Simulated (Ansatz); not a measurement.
A run of Ansatz 0.2.0 is set up as follows.

Contents of input.yaml:

```yaml
crystal:
  lattice:
    - [0.0, 2.1554, 2.1554]
    - [2.1554, 0.0, 2.1554]
    - [2.1554, 2.1554, 0.0]
  atoms:
    - { symbol: Fe, position: [0.0, 0.0, 0.0], spin: 3.0 }
    - { symbol: O, position: [0.5, 0.5, 0.5] }
kpoints:
  mp_grid: { grid: [11, 11, 11] }
scf:
  occupations: { method: fermi_dirac, width: 0.05 }
hamiltonian:
  xc: pbesol
  pseudopotentials: { kind: all_electron, lapw: { basis_error: 0.001 } }
magnetization:
  spin_polarized: true
output:
  forces: true
  stress: true
relax:
  f_tol: 0.005
  max_steps: 60
  cell: { p_target: 10 }
```

Potentials or basis: all-electron LAPW, scalar-relativistic.

The run is started by

```console
$ ansatz run input.yaml --threads 2 --pin off --max-ram 6144MiB --backend cpu --events-out ev --progress --plain --runs-dir out
```

(1) Estimate the space group after relaxing (to 0.05 Å).

(2) Predict the absolute moment.

(3) Estimate the site moments.

(4) Estimate the relaxed cell.

Results:

(1) Fm-3m (No. 225).

(2) 3.99 μB per cell.

(3) Fe +3.55; O +0.34 μB.

(4) a = 2.958 Å, b = 2.958 Å, c = 2.958 Å, α = 60.00°, β = 60.00°, γ = 60.00°.

Caveat: a cell with one magnetic atom can't hold antiferromagnetic order, which such compounds often take.
